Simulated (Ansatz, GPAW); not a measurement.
# TePb: programs and potentials compared

```
Pb Te
1.0
     0.00000    3.23100    3.23100
     3.23100    0.00000    3.23100
     3.23100    3.23100    0.00000
Pb Te
1 1
Direct
  0.00000 0.00000 0.00000
  0.50000 0.50000 0.50000
```

Alike in all runs: task single point; functional PBE; k mesh 7 × 7 × 7; occupations gaussian, width 0.03 eV; no spin polarisation; no spin-orbit coupling. Pressure is positive in compression and, in plane waves, holds the error of the finite cutoff, which Ansatz's Pulay term estimates and takes out.

```
                        program and potentials  plane-wave cutoff (eV)                                                                      notes  pressure (GPa)
                            Ansatz, Ansatz PAW                     420  15 valence electrons an atom on average; Pulay term of +0.02 GPa included            2.11
    GPAW, GPAW PAW data sets (gpaw-data 1.2.1)                     600                                    10 valence electrons an atom on average            1.83
Ansatz, all-electron LAPW, scalar-relativistic                       -                                                                          -            2.12
```

The pressure spans 1.83 (GPAW, GPAW PAW data sets (gpaw-data 1.2.1)) to 2.12 GPa (Ansatz, all-electron LAPW, scalar-relativistic), with all-electron results at 2.12.

The functional is the same throughout but for its coding, so the spread measures potentials, basis and numerics; runs on potential files found faulty are left out.
